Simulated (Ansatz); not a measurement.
A 6-atom cell of HfO2 built on the rutile structure (relaxed group P4_2/mnm) at its r2SCAN geometry, run in Ansatz 0.2.0 at 2 levels of theory. Note: simulated data, non-magnetic, for a generated structure that need not be the stable one.

The PBE+SOC input:
```yaml
crystal:
  lattice:
    - [4.8382978972, 0.0, 0.0]
    - [0.0, 4.8382978972, 0.0]
    - [0.0, 0.0, 3.2199925688]
  atoms:
    - { symbol: Hf, position: [0.5, 0.5, 0.5] }
    - { symbol: Hf, position: [0.0, 0.0, 0.0] }
    - { symbol: O, position: [0.1949549136, 0.8050450864, 0.5] }
    - { symbol: O, position: [0.8050450864, 0.1949549136, 0.5] }
    - { symbol: O, position: [0.3050450864, 0.3050450864, 0.0] }
    - { symbol: O, position: [0.6949549136, 0.6949549136, 0.0] }
kpoints:
  mp_grid: { grid: [6, 6, 8] }
  band_path:
    path:
      - [0.0, 0.0, 0.0]
      - [0.0, 0.5, 0.0]
      - [0.5, 0.5, 0.0]
      - [0.0, 0.0, 0.5]
      - [0.0, 0.5, 0.5]
      - [0.5, 0.5, 0.5]
      - [-0.002604, -0.002604, 0.0]
    npoints: 1
hamiltonian:
  xc: pbe
scf:
  occupations: { method: fixed }
  n_extra_bands: 10
magnetization:
  noncollinear: true
  spin_orbit: true
output:
  forces: true
  stress: true
  eigenvalues: true
```

Main results, then, where recorded, the levels near the gap in eV from the Fermi energy (columns number the bands from 0), one row a point of the path (Γ, X, M, Z, R, A, (-0.003, -0.003, 0)):
```
Crystal: 6 atoms, lattice volume = 75.377 Å³
Symmetry: 16 space group operations + 16 with time reversal
Magnetic group: BNS 136.496 (UNI 1156)
```
```
Basis set: ecut = 420 eV, 1487 PW (Γ)
k-points: 50 of 288
SCF 1 converged in 10 iterations: F = -33760.422234 eV  dr2 = 6.49e-9
Free energy (F): -33760.422234 eV
Fermi energy:    12.414978 eV
--- Forces (eV/Å), atoms counted from 1 ---
  atom   1  Hf      0.00000      0.00000      0.00000
  atom   2  Hf      0.00000      0.00000      0.00000
  atom   3  O       0.02211    -0.02211      0.00000
  atom   4  O     -0.02211      0.02211      0.00000
  atom   5  O     -0.02211    -0.02211      0.00000
  atom   6  O       0.02211      0.02211      0.00000
--- Stress (GPa, compression-positive) ---
        4.596247       0.000000       0.000000
        0.000000       4.596247       0.000000
        0.000000       0.000000       4.894845
  P = ⅓ Tr σ = 4.6958 GPa (46.958 kbar)
```
```tsv
band_66	band_67	band_68	band_69	band_70	band_71	band_72	band_73	band_74	band_75	band_76	band_77	band_78	band_79	band_80	band_81
-1.531	-1.531	-0.649	-0.649	-0.403	-0.403	-0.359	-0.359	0.000	0.000	3.973	3.973	4.163	4.163	5.218	5.218
-2.668	-2.668	-1.380	-1.380	-1.380	-1.380	-0.624	-0.624	-0.624	-0.624	4.642	4.642	4.642	4.642	6.173	6.173
-1.735	-1.735	-1.088	-1.088	-1.088	-1.088	-0.702	-0.702	-0.702	-0.702	4.221	4.221	4.221	4.221	5.673	5.673
-2.031	-2.031	-2.002	-2.002	-2.002	-2.002	-0.937	-0.937	-0.937	-0.937	5.585	5.585	5.585	5.585	5.960	5.960
-1.753	-1.753	-1.678	-1.678	-1.626	-1.626	-0.857	-0.857	-0.835	-0.835	4.174	4.174	4.257	4.257	6.275	6.275
-1.970	-1.970	-1.044	-1.044	-1.044	-1.044	-0.464	-0.464	-0.464	-0.464	5.134	5.134	5.134	5.134	5.838	5.838
-1.531	-1.531	-0.649	-0.649	-0.403	-0.403	-0.359	-0.359	0.000	0.000	3.973	3.973	4.163	4.163	5.218	5.218
```

With PBE+SOC the gap is 3.97 eV and direct, at Γ.

r2SCAN. Against the first input these blocks differ (the band path and keys that only write files left aside):
```yaml
hamiltonian:
  xc: r2scan
scf:
  occupations: { method: fixed }
  n_extra_bands: 5
```
(magnetization left out)

```
Basis set: ecut = 500 eV, 1931 PW (Γ)
k-points: 50 of 288
SCF 1 converged in 8 iterations: F = -33752.621607 eV  dr2 = 5.98e-9
Free energy (F): -33752.621607 eV
Fermi energy:    12.015176 eV
--- Forces (eV/Å), atoms counted from 1 ---
  atom   1  Hf      0.00000      0.00000      0.00000
  atom   2  Hf      0.00000      0.00000      0.00000
  atom   3  O     -0.00337      0.00337      0.00000
  atom   4  O       0.00337    -0.00337      0.00000
  atom   5  O       0.00337      0.00337      0.00000
  atom   6  O     -0.00337    -0.00337      0.00000
--- Stress (GPa, compression-positive) ---
        0.004858       0.000000       0.000000
        0.000000       0.004858       0.000000
        0.000000       0.000000       0.024778
  P = ⅓ Tr σ = 0.0115 GPa (0.115 kbar)
```
```tsv
band_33	band_34	band_35	band_36	band_37	band_38	band_39	band_40
-1.621	-0.674	-0.410	-0.410	0.000	4.530	4.675	5.771
-2.716	-1.413	-1.413	-0.640	-0.640	5.176	5.176	6.762
-1.743	-1.102	-1.102	-0.765	-0.765	4.751	4.751	6.210
-2.060	-2.048	-2.048	-0.982	-0.982	6.126	6.126	6.628
-1.765	-1.749	-1.749	-0.882	-0.882	4.746	4.746	6.864
-2.034	-1.066	-1.066	-0.487	-0.487	5.671	5.671	6.405
-1.621	-0.674	-0.410	-0.410	0.000	4.530	4.675	5.771
```

r2SCAN gives a direct gap of 4.53 eV at Γ. The mean stress is close to zero (0.01 GPa).

Totals of different functionals, or with and without spin-orbit coupling, can't be compared.

Only the levels marked +SOC include spin-orbit coupling.
